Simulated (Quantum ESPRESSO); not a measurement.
Runs of Quantum ESPRESSO 7.5 on SnTe. It takes space group F-43m (No. 216, cubic). The conventional cell has a = 7.222 Å, b = 7.222 Å, c = 7.222 Å, α = 90.00°, β = 90.00°, γ = 90.00°. Te (site symmetry -43m) has 4 Sn at 3.13 Å as nearest neighbours. Sn (site symmetry -43m) is surrounded by 4 Te at 3.13 Å. Measurements of this composition are mostly on another form, of space group No. 225.

| task | level | potentials or basis | cell | k mesh | cutoff (eV) | SCF threshold | form of the LDA correlation | symmetry | mesh quality | gap on the mesh (eV) | pressure (GPa) |
| --- | --- | --- | --- | --- | --- | --- | --- | --- | --- | --- | --- |
| single point | PBEsol | GBRV 1.5 PBEsol | atoms moved at random, drawn with an rms of 0.05 Å | 7 × 7 × 7 | 925 | 4e-10 Ry | - | - | not flagged | 0.25 | -1.5 |
| band structure | LDA | GBRV 1.5 LDA | as given | 7 × 7 × 7 | 925 | 4e-10 Ry | PZ81 | - | not flagged | - | -2.3 |
| single point | PBEsol | GBRV 1.5 PBEsol | as given | 7 × 7 × 7 | 925 | 4e-10 Ry | - | - | not flagged | 0.28 | -1.5 |
| band structure | r2SCAN | SG15 PBE 1.2 | as given | 5 × 5 × 5 | 952 | 1e-08 Ry | - | off | not flagged | - | (a) |
| band structure | PBEsol | GBRV 1.5 PBEsol | as given | 7 × 7 × 7 | 925 | 4e-10 Ry | - | - | not flagged | 0.28 | -1.5 |

Alike in all rows: no spin polarisation; smearing fermi-dirac 0.05 eV.

Estimate the missing entries.

(a) -1.3.

Caveats: spin-orbit coupling is left out, which moves the levels of the heavy elements; an odd mesh through Γ misses points on the zone boundary, where band edges often lie (some runs); the potentials were made for another functional, which shifts forces and pressure (some runs); the mesh misses the band edges, which the band path finds closer together (some runs).

A k mesh can miss the band edges, and the runs leave out spin-orbit coupling on Sn, Te.

The runs don't all hold the same shells in valence.
